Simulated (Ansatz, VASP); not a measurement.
**Mg in VASP and in Ansatz**

```xyz
2
Lattice="3.1542 0.0000 0.0000 -1.5771 2.7316 0.0000 0.0000 0.0000 5.1138" Properties=species:S:1:pos:R:3 pbc="T T T"
Mg    0.0000    1.8211    1.2784
Mg    1.5771    0.9105    3.8353
```

Alike in both runs: functional PBE; k mesh 16 × 16 × 10; occupations gaussian, width 0.05 eV; no spin polarisation.

Ansatz relaxed the structure, and its values are those at the end. VASP's run is a single point on that final structure, the one shown.

```csv
,VASP,Ansatz
version,VASP 6.6.1,Ansatz 0.2.0
potentials or method,"VASP PAW PBE potentials, release 64 (Mg)","scalar-relativistic, plane waves, PAW"
plane-wave cutoff (eV),520,420
valence electrons in the cell,4,20
```

|  | VASP | Ansatz | Ansatz less VASP |
| --- | --- | --- | --- |
| gap on the k mesh at the Fermi level (eV) | none | none | - |
| pressure (GPa) | 1.5 | 1.6 | +0.13 |

A gap of «none» marks a metal or a gap that the smearing closes. The functional is the same, so the differences come from potentials, cutoffs and numerics. The two sets of potentials don't hold the same shells in valence.
